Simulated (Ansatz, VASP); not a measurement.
## Two plane-wave programs on B

```
B
1.0
     1.88524    0.00000    0.00000
     0.00000    1.88524    0.00000
     0.00000    0.00000    1.88524
B
1
Cartesian
  0.9426 0.9426 0.9426
```

The cell was built by a generator and needn't be a form met in nature.

Alike in both runs: task band structure; functional RPBE; k mesh 14 × 14 × 14; occupations fermi-dirac, width 0.05 eV; no spin polarisation.

|  | VASP | Ansatz |
| --- | --- | --- |
| version | VASP 6.6.1 | Ansatz 0.2.0 |
| potentials or method | VASP PAW PBE potentials, release 64 (B) | Ansatz PAW |
| plane-wave cutoff (eV) | 520 | 420 |
| valence electrons in the cell | 3 | 3 |

|  | VASP | Ansatz | Ansatz less VASP |
| --- | --- | --- | --- |
| gap on the k mesh at the Fermi level (eV) | none | none | - |
| pressure (GPa) | 3.9 | 4.0 | +0.09 |

A gap of «none» marks a metal or a gap that the smearing closes. The functional is the same, so the differences come from potentials, cutoffs and numerics.

Caveats: the PAW data sets were made with another functional, which shifts forces and pressure a little (VASP); the PAW data sets come from PBE, with cores solved anew for the run's functional, which leaves a small shift of forces and pressure (Ansatz).
